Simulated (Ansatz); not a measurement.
# AlRu: the cost of one run

Program: Ansatz 0.2.0. Level of theory: DFT PBE, scalar-relativistic, plane waves, PAW. These are calculated values, not measurements.

2 further runs of the same task are left out: 1 that didn't finish, 1 set aside as unsound or not needed.

### Step 1. Starting point

The structure is cubic, space group Pm-3m (No. 221). Conventional cell: a = 3.004 Å, b = 3.004 Å, c = 3.004 Å, α = 90.00°, β = 90.00°, γ = 90.00°. Al (site symmetry m-3m) has 8 Ru at 2.60 Å as nearest neighbours. Ru (site symmetry m-3m) is surrounded by 8 Al at 2.60 Å.

As a file:

```
CELL_PARAMETERS angstrom
3.00418 0.00000 0.00000
0.00000 3.00418 0.00000
0.00000 0.00000 3.00418
ATOMIC_POSITIONS crystal
Al 0.00000 0.00000 0.00000
Ru 0.50000 0.50000 0.50000
```

It goes back to an entry of the Materials Project, which need not be the stable form.

This cell was relaxed beforehand with the same method: volume 13.56 Å³/atom, gap on the mesh none (metal).

### Step 2. The perfect supercell

Contents of input.yaml:

```yaml
crystal:
  lattice:
    - [6.0083537092, 0.0, 0.0]
    - [0.0, -6.0083537092, 0.0]
    - [0.0, 0.0, -6.0083537092]
  atoms:
    - { symbol: Al, position: [0.0, 0.0, 0.0] }
    - { symbol: Al, position: [0.0, 0.0, 0.5] }
    - { symbol: Al, position: [0.0, 0.5, 0.0] }
    - { symbol: Al, position: [0.0, 0.5, 0.5] }
    - { symbol: Al, position: [0.5, 0.0, 0.0] }
    - { symbol: Al, position: [0.5, 0.0, 0.5] }
    - { symbol: Al, position: [0.5, 0.5, 0.0] }
    - { symbol: Al, position: [0.5, 0.5, 0.5] }
    - { symbol: Ru, position: [0.25, 0.25, 0.25] }
    - { symbol: Ru, position: [0.25, 0.25, 0.75] }
    - { symbol: Ru, position: [0.25, 0.75, 0.25] }
    - { symbol: Ru, position: [0.25, 0.75, 0.75] }
    - { symbol: Ru, position: [0.75, 0.25, 0.25] }
    - { symbol: Ru, position: [0.75, 0.25, 0.75] }
    - { symbol: Ru, position: [0.75, 0.75, 0.25] }
    - { symbol: Ru, position: [0.75, 0.75, 0.75] }
basis:
  ecutwfc: 420
  xc_grid: 2
kpoints:
  mp_grid: { grid: [5, 5, 5], shift: [0.0, 0.0, 0.0] }
hamiltonian:
  xc: pbe
scf:
  occupations: { method: gaussian, width: 0.1 }
output:
  forces: true
  stress: true
  eigenvalues: true
  write_density: true
  write_potential: true
  elf: true
  volumetric_format: npy
```

Command:

```sh
$ ansatz run input.yaml --threads 4 --pin off --max-ram 10240MiB --backend cpu --events-out ev --progress --plain --runs-dir out
```

Q: Estimate wall time and peak memory on 4 threads of Intel Xeon Platinum 8259CL at 2.50GHz (Skylake/Cascade Lake), shared host.

About 5.1 s, with a peak of 0.87 GiB.
